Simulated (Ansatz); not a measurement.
Input, command and steps of an Ansatz relaxation.

```yaml
crystal:
  lattice:
    - [-1.6898088562, 1.6898088562, 5.7755208726]
    - [1.6898088562, -1.6898088562, 5.7755208726]
    - [1.6898088562, 1.6898088562, -5.7755208726]
  atoms:
    - { symbol: Nb, position: [0.7500047107, 0.7500047107, 0.0] }
    - { symbol: Nb, position: [0.5000047107, 1.0000047107, 0.5] }
    - { symbol: P, position: [0.3326238643, 0.3326238643, 0.0] }
    - { symbol: P, position: [0.0826238643, 0.5826238643, 0.5] }
basis:
  ecutwfc: 420
kpoints:
  mp_grid: { grid: [18, 18, 18] }
hamiltonian:
  xc: pbesol
scf:
  occupations: { method: gaussian, width: 0.1 }
output:
  forces: true
  stress: true
  eigenvalues: true
relax:
  adjacent_minimum: "off"
  f_tol: 0.01
  max_steps: 30
  cell: { stress_tol: 0.1, fix: [volume] }
```

```bash
ansatz run input.yaml --threads 1 --pin off --max-ram 2560MiB --backend cpu --events-out ev --progress --plain --runs-dir out
```

Computed with Ansatz 0.2.0, DFT PBEsol, scalar-relativistic, plane waves, PAW.

The volume is held at 1.06 times that of the relaxed cell.

Of 4 frames 3 are shown, positions in Å and forces in eV/Å; the SCF threshold varies from step to step. Steps run on the plane waves of an earlier cell, with a Pulay correction in the pressure. The basis is chosen afresh for the last frame, the zero of the energies, and at times for earlier ones too; energy and pressure step there, also at an unchanged geometry. The mark taken_back stands on steps that the optimiser undid.

```xyz
4
Lattice="-1.6898 1.6898 5.7755 1.6898 -1.6898 5.7755 1.6898 1.6898 -5.7755" Properties=species:S:1:pos:R:3:forces:R:3 pbc="T T T" step=1 free_energy_over_end_meV_per_atom=0.14 pressure_GPa=-10.46
Nb    0.0000    0.0000    8.6633    0.0000    0.0000   -0.0089
Nb    1.6898    0.0000    5.7756    0.0000    0.0000   -0.0089
P     0.0000    0.0000    3.8422    0.0000    0.0000    0.0089
P     1.6898    0.0000    0.9544    0.0000    0.0000    0.0089
4
Lattice="-1.6840 1.6840 5.8154 1.6840 -1.6840 5.8154 1.6840 1.6840 -5.8154" Properties=species:S:1:pos:R:3:forces:R:3 pbc="T T T" step=2 free_energy_over_end_meV_per_atom=0.19 pressure_GPa=-10.27 taken_back
Nb    0.0000    0.0000    8.7189    0.0000    0.0000    0.0278
Nb    1.6840    0.0000    5.8112    0.0000    0.0000    0.0278
P     0.0000    0.0000    3.8728    0.0000    0.0000   -0.0278
P     1.6840    0.0000    0.9652    0.0000    0.0000   -0.0278
4
Lattice="-1.6871 1.6871 5.7943 1.6871 -1.6871 5.7943 1.6871 1.6871 -5.7943" Properties=species:S:1:pos:R:3:forces:R:3 pbc="T T T" step=4 free_energy_over_end_meV_per_atom=0.00 pressure_GPa=-10.37
Nb    0.0000    0.0000    8.6898    0.0000    0.0000    0.0035
Nb    1.6871    0.0000    5.7926    0.0000    0.0000    0.0035
P     0.0000    0.0000    3.8564    0.0000    0.0000   -0.0035
P     1.6871    0.0000    0.9592    0.0000    0.0000   -0.0035
```

The run took 2.4 min on 1 thread of Intel(R) Xeon(R) 6975P-C (Granite Rapids) (shared host), peak memory 0.94 GiB.